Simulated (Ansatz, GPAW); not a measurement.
SrO: PBE in single-zeta orbitals, run from Python

These are simulated results from GPAW 26.7.0, not measurements. The cell was built from a prototype and was relaxed with r2SCAN in plane waves (Ansatz 0.2.0). Not every such cell is a known phase. All runs are without spin polarisation.

Space group Pm-3m (No. 221), cubic; conventional cell a = 3.103 Å, 14.94 Å³ an atom. Sr has 8 O at 2.69 Å; O has 8 Sr at 2.69 Å.

The basis is minimal: single zeta, one radial function for each shell that the log's basis lists. It describes the filled bands fairly and the empty ones poorly.

Input script:

```python
import json
from ase import Atoms
from gpaw import GPAW, PW, FermiDirac

atoms = Atoms(['Sr', 'O'],
              cell=[[3.102865, -0.0, -0.0], [-0.0, 3.102865, -0.0], [0.0, -0.0, 3.102865]],
              scaled_positions=[[-0.0, 0.0, 0.0], [0.5, 0.5, 0.5]],
              pbc=True)
calc = GPAW(mode='lcao', basis='sz(dzp)', h=0.2, xc='PBE', kpts={'size': (6, 6, 6), 'gamma': True},
            occupations=FermiDirac(0.02), maxiter=100, legacy_gpaw=True, txt='gpaw.txt')
atoms.calc = calc
res = {'energy': atoms.get_potential_energy(force_consistent=True)}
res['electrons'] = calc.get_number_of_electrons()
res['k'] = calc.get_ibz_k_points().tolist()
res['levels'] = [calc.get_eigenvalues(kpt=i).tolist() for i in range(len(res['k']))]
points = [[0.0, 0.0, 0.0], [0.0, 0.5, 0.0], [0.5, 0.5, 0.0], [0.5, 0.5, 0.5], [0.0, 0.5, 0.5]]
bands = calc.fixed_density(kpts=points, symmetry='off', txt='bands.txt')
res['points'] = [bands.get_eigenvalues(kpt=i).tolist() for i in range(len(points))]
json.dump(res, open('results.json', 'w'))
print('free energy (eV):', round(res['energy'], 5))
```

Command: `python run.py`. It took 86 s on 1 thread of Arm Neoverse V1, with other jobs on the host, peak memory 0.16 GiB.

The log gpaw.txt, trimmed of paths, versions and times, then the last line on the terminal. An iter line gives the energy in eV and the logarithms of the changes of orbitals (plane waves alone) and density (c: converged):

```
___ ___ ___ _ _ _
 |   |   |_  | | | |

 | | | | | . | | | |

 |__ |  _|___|_____|  26.7.0
 |___|_|

Input parameters:
  basis: sz(dzp)
  h: 0.2
  kpts: {gamma: True,
         size: (6, 6, 6)}
  maxiter: 100
  mode: lcao
  occupations: {fixmagmom: False,
                name: fermi-dirac,
                width: 0.02}
  xc: PBE

System changes: positions, numbers, cell, pbc, initial_charges, initial_magmoms

Initialize ...

species:
  Sr:
    name:    Strontium
    Z:       38.0
    valence: 10
    core:    28
    charge:  0.0  # [|e|]
    compensation charges:
      type: gauss
      rc: 0.40  # [Å]
      lmax: 2
    cutoffs:
      filter: 2.39  # [Å]
      core: 1.85  # [Å]
    projectors
    | kind |    occ | energy [eV] | rcut [Å] |

    |------|--------|-------------|----------|

    |   4s |  2.000 |     -40.883 |    1.291 |

    |   5s |  2.000 |      -3.525 |    1.291 |

    |   4p |  6.000 |     -22.826 |    1.291 |

    |    p |        |       4.386 |    1.291 |

    |    d |        |       0.000 |    1.254 |

    LCAO basis set for Sr:
      Name: sz(dzp)
      Number of radial functions: 5
      Number of spherical harmonics: 13
        l=0, rc=4.2969 Bohr: 4s-sz confined orbital
        l=0, rc=11.4688 Bohr: 5s-sz confined orbital
        l=1, rc=5.0781 Bohr: 4p-sz confined orbital
        l=1, rc=14.8281 Bohr: 5p-sz confined orbital
        l=2, rc=11.1875 Bohr: 4d-sz confined orbital
      Number of RI-basis functions 0

  O:
    name:    Oxygen
    Z:       8.0
    valence: 6
    core:    2
    charge:  0.0  # [|e|]
    compensation charges:
      type: gauss
      rc: 0.21  # [Å]
      lmax: 2
    cutoffs:
      filter: 1.17  # [Å]
      core: 0.83  # [Å]
    projectors
    | kind |    occ | energy [eV] | rcut [Å] |

    |------|--------|-------------|----------|

    |   2s |  2.000 |     -23.961 |    0.688 |

    |   2p |  4.000 |      -9.029 |    0.598 |

    |    s |        |       3.251 |    0.688 |

    |    p |        |      18.182 |    0.598 |

    |    d |        |       0.000 |    0.619 |

    LCAO basis set for O:
      Name: sz(dzp)
      Number of radial functions: 2
      Number of spherical harmonics: 4
        l=0, rc=4.3438 Bohr: 2s-sz confined orbital
        l=1, rc=5.3906 Bohr: 2p-sz confined orbital
      Number of RI-basis functions 0

Reference energy: -88537.622309  # eV

Spin-paired calculation

Convergence criteria:
 Maximum [total energy] change in last 3 cyles: 0.0005 eV / valence electron
 Maximum integral of absolute [dens]ity change: 0.0001 electrons / valence electron
 Maximum integral of absolute [eigenst]ate change: 4e-08 eV^2 / valence electron
 Maximum number of scf [iter]ations: 100
 (Square brackets indicate name in SCF output, whereas a 'c' in
 the SCF output indicates the quantity has converged.)

Symmetries present (total): 48

  ( 1  0  0)  ( 1  0  0)  ( 1  0  0)  ( 1  0  0)  ( 1  0  0)  ( 1  0  0)
  ( 0  1  0)  ( 0  1  0)  ( 0  0  1)  ( 0  0  1)  ( 0  0 -1)  ( 0  0 -1)
  ( 0  0  1)  ( 0  0 -1)  ( 0  1  0)  ( 0 -1  0)  ( 0  1  0)  ( 0 -1  0)

  ( 1  0  0)  ( 1  0  0)  ( 0  1  0)  ( 0  1  0)  ( 0  1  0)  ( 0  1  0)
  ( 0 -1  0)  ( 0 -1  0)  ( 1  0  0)  ( 1  0  0)  ( 0  0  1)  ( 0  0  1)
[... 1 lines left out ...]

  ( 0  1  0)  ( 0  1  0)  ( 0  1  0)  ( 0  1  0)  ( 0  0  1)  ( 0  0  1)
  ( 0  0 -1)  ( 0  0 -1)  (-1  0  0)  (-1  0  0)  ( 1  0  0)  ( 1  0  0)
  ( 1  0  0)  (-1  0  0)  ( 0  0  1)  ( 0  0 -1)  ( 0  1  0)  ( 0 -1  0)

  ( 0  0  1)  ( 0  0  1)  ( 0  0  1)  ( 0  0  1)  ( 0  0  1)  ( 0  0  1)
  ( 0  1  0)  ( 0  1  0)  ( 0 -1  0)  ( 0 -1  0)  (-1  0  0)  (-1  0  0)
  ( 1  0  0)  (-1  0  0)  ( 1  0  0)  (-1  0  0)  ( 0  1  0)  ( 0 -1  0)

  ( 0  0 -1)  ( 0  0 -1)  ( 0  0 -1)  ( 0  0 -1)  ( 0  0 -1)  ( 0  0 -1)
  ( 1  0  0)  ( 1  0  0)  ( 0  1  0)  ( 0  1  0)  ( 0 -1  0)  ( 0 -1  0)
  ( 0  1  0)  ( 0 -1  0)  ( 1  0  0)  (-1  0  0)  ( 1  0  0)  (-1  0  0)

  ( 0  0 -1)  ( 0  0 -1)  ( 0 -1  0)  ( 0 -1  0)  ( 0 -1  0)  ( 0 -1  0)
  (-1  0  0)  (-1  0  0)  ( 1  0  0)  ( 1  0  0)  ( 0  0  1)  ( 0  0  1)
  ( 0  1  0)  ( 0 -1  0)  ( 0  0  1)  ( 0  0 -1)  ( 1  0  0)  (-1  0  0)

  ( 0 -1  0)  ( 0 -1  0)  ( 0 -1  0)  ( 0 -1  0)  (-1  0  0)  (-1  0  0)
  ( 0  0 -1)  ( 0  0 -1)  (-1  0  0)  (-1  0  0)  ( 0  1  0)  ( 0  1  0)
  ( 1  0  0)  (-1  0  0)  ( 0  0  1)  ( 0  0 -1)  ( 0  0  1)  ( 0  0 -1)

  (-1  0  0)  (-1  0  0)  (-1  0  0)  (-1  0  0)  (-1  0  0)  (-1  0  0)
  ( 0  0  1)  ( 0  0  1)  ( 0  0 -1)  ( 0  0 -1)  ( 0 -1  0)  ( 0 -1  0)
  ( 0  1  0)  ( 0 -1  0)  ( 0  1  0)  ( 0 -1  0)  ( 0  0  1)  ( 0  0 -1)

216 k-points: 6 x 6 x 6 Monkhorst-Pack grid + [1/12,1/12,1/12]
20 k-points in the irreducible part of the Brillouin zone
       k-points in crystal coordinates                weights
   0:     0.00000000    0.00000000    0.00000000          1/216
   1:     0.16666667    0.00000000    0.00000000          6/216
   2:     0.16666667    0.16666667    0.00000000         12/216
   3:     0.16666667    0.16666667    0.16666667          8/216
   4:     0.33333333    0.00000000    0.00000000          6/216
   5:     0.33333333    0.16666667    0.00000000         24/216
   6:     0.33333333    0.16666667    0.16666667         24/216
   7:     0.33333333    0.33333333    0.00000000         12/216
   8:     0.33333333    0.33333333    0.16666667         24/216
   9:     0.33333333    0.33333333    0.33333333          8/216
          ...
  19:     0.50000000    0.50000000    0.50000000          1/216

Wave functions: LCAO
  Diagonalizer: Serial LAPACK
  Atomic Correction: dense with blas
  Data-type: complex

Occupation numbers: Fermi-Dirac:
  width: 0.0200  # eV

Eigensolver
   LCAO using direct dense diagonalizer

Densities:
  Coarse grid: 16*16*16 grid
  Fine grid: 32*32*32 grid
  Total Charge: 0.000000

Density mixing:
  Method: separate
  Backend: msr1
  Linear mixing parameter: 0.05
  old densities: 10
  Width of damping distribution: 1.1
  Damping of long wavelength oscillations: 20

Hamiltonian:
  XC and Coulomb potentials evaluated on a 32*32*32 grid
  Using the PBE Exchange-Correlation functional
  Interpolation: tri-quintic (5. degree polynomial)
  Poisson solver: FastPoissonSolver using
    Stencil: 6*3+1=19 point O(h^6) finite-difference Laplacian
    FFT axes: [np.int64(0), np.int64(1), np.int64(2)]
    FST axes: []

XC parameters: PBE with 2 nearest neighbor stencil

Memory estimate:
  Process memory now: 110.74 MiB
  Calculator: 21.56 MiB
    Density: 7.72 MiB
      Arrays: 0.81 MiB
      Localized functions: 6.29 MiB
      Mixer: 0.62 MiB
    Hamiltonian: 1.07 MiB
      Arrays: 0.53 MiB
      XC: 0.00 MiB
      Poisson: 0.00 MiB
      vbar: 0.54 MiB
    Wavefunctions: 12.77 MiB
      C [qnM]: 0.05 MiB
      S, T [2 x qmm]: 0.18 MiB
      P [aqMi]: 0.01 MiB
      BasisFunctions: 12.54 MiB
      Eigensolver: 0.00 MiB

Total number of cores used: 1

Number of atoms: 2
Number of atomic orbitals: 17
Number of bands in calculation: 9
Number of valence electrons: 16
Bands to converge: occupied

... initialized

Initializing position-dependent things.

Density initialized from atomic densities
   .-------.
  /|       |

 * |       |

 | |  O    |

 | .-------.
 |/       /
 Sr------*
Positions:
   0 Sr     0.000000    0.000000    0.000000    ( 0.0000,  0.0000,  0.0000)
   1 O      1.551432    1.551432    1.551432    ( 0.0000,  0.0000,  0.0000)

Unit cell:
           periodic     x           y           z      points  spacing
  1. axis:    yes    3.102865   -0.000000   -0.000000    16     0.1939
  2. axis:    yes   -0.000000    3.102865   -0.000000    16     0.1939
  3. axis:    yes    0.000000   -0.000000    3.102865    16     0.1939

  Lengths:   3.102865   3.102865   3.102865
  Angles:   90.000000  90.000000  90.000000

Effective grid spacing dv^(1/3) = 0.1939

iter:   1   -11.888399        c
iter:   2   -11.457204        c -1.03
iter:   3   -10.431782        c -1.09
iter:   4   -10.421591        c -1.64
iter:   5   -10.427637        c -1.79
iter:   6   -10.426247c       c -2.74
iter:   7   -10.426066c       c -2.89
iter:   8   -10.426044c       c -3.42
iter:   9   -10.426044c       c -4.49c

Converged after 9 iterations.

Energy contributions relative to reference atoms: (reference = -88537.622309)

Kinetic:        +26.094287
Potential:      -20.572075
External:        +0.000000
XC:             -16.062696
Entropy (-ST):   -0.000000
Local:           +0.114440
SIC:             +0.000000
--------------------------
Free energy:    -10.426044
Extrapolated:   -10.426044

Showing only first 2 kpts
 Kpt  Band  Eigenvalues  Occupancy
  0     6      7.36077    2.00000
  0     7      7.36077    2.00000
  0     8      9.94866    0.00000

  1     6      7.20851    2.00000
  1     7      7.20851    2.00000
  1     8     10.19335    0.00000

Fermi level: 8.41364

Gap: 2.361 eV
Transition (v -> c):
  (s=0, k=16, n=7, [0.50, 0.50, 0.00]) -> (s=0, k=0, n=8, [0.00, 0.00, 0.00])
Direct/indirect transitions are different
Direct gap: 2.588 eV
Transition at: (s=0, k=0, n=7, [0.00, 0.00, 0.00])

free energy (eV): -10.42604
```

The gap in the log is over the mesh alone; results.json adds the listed points. PBE in single-zeta orbitals gives a gap of 2.36 eV. On the same cell, plane-wave PBE (Ansatz, 8×8×8 k points and the special points) gives a gap of 2.80 eV and r2SCAN a gap of 3.31 eV; on shared hosts these took about 1.3 and 2.9 core-seconds on the 2-atom cell, against 86 for the script. Semilocal gaps usually lie below measured ones.
